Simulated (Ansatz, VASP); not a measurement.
# PtSe2 (Sudovikovite): VASP beside Ansatz

File INCAR:

```
SYSTEM = PtSe2
  PREC = Accurate
  ENCUT = 520
  EDIFF = 1E-6
  ISMEAR = -1
  SIGMA = 0.05
  LREAL = .FALSE.
  LASPH = .TRUE.
  NELM = 100
  ALGO = Normal
  ISIF = 2
  LWAVE = .FALSE.
  LCHARG = .FALSE.
  GGA = CA
  NBANDS = 18
```

Contents of KPOINTS:

```
Automatic mesh
0
G
  8 8 5
  0 0 0
```

POSCAR

```
PtSe2
1.0
    3.7970381507      0.0000000000      0.0000000000
   -1.8985190754      3.2883314977      0.0000000000
    0.0000000000      0.0000000000      5.1612801071
Pt Se
1 2
Direct
    0.0000000000      0.0000000000      0.0000000000
    0.6666666667      0.3333333333      0.7500000000
    0.3333333333      0.6666666667      0.2500000000
```

The input input.yaml:

```yaml
crystal:
  lattice:
    - [3.7970381507, 0.0, 0.0]
    - [-1.8985190754, 3.2883314977, 0.0]
    - [0.0, 0.0, 5.1612801071]
  atoms:
    - { symbol: Pt, position: [0.0, 0.0, 0.0] }
    - { symbol: Se, position: [0.6666666667, 0.3333333333, 0.75] }
    - { symbol: Se, position: [0.3333333333, 0.6666666667, 0.25] }
kpoints:
  mp_grid: { grid: [8, 8, 5] }
scf:
  occupations: { method: fermi_dirac, width: 0.05 }
hamiltonian:
  xc: lda
  pseudopotentials: { kind: all_electron, lapw: { basis_error: 0.002 } }
output:
  forces: true
  stress: true
  eigenvalues: true
```

Change from the starting cell: volume scaled by 1.06.

Alike in both runs: task single point; functional LDA; k mesh 8 × 8 × 5; occupations fermi-dirac, width 0.05 eV; no spin polarisation.

```csv
,VASP,Ansatz
version,VASP 6.6.1,Ansatz 0.2.0
potentials or method,"VASP PAW LDA potentials, release 64 (Pt, Se)","all-electron LAPW, scalar-relativistic"
plane-wave cutoff (eV),520,see its input
```

```tsv
	VASP	Ansatz	Ansatz less VASP
gap on the k mesh at the Fermi level (eV)	none	none	-
pressure (GPa)	-6.9	-7.2	-0.29
largest component of the traceless stress (GPa)	0.88	0.99	+0.102
rms of the force components (eV/Å)	0.197	0.217	+0.0205
```

Atom by atom the forces differ by 0.021 eV/Å (rms over components). A gap of «none» marks a metal or a gap that the smearing closes. Ansatz ran all-electron here, so the differences hold the error of VASP's frozen core and of both bases.

The runs have no spin-orbit coupling, so splittings on Pt are missing.
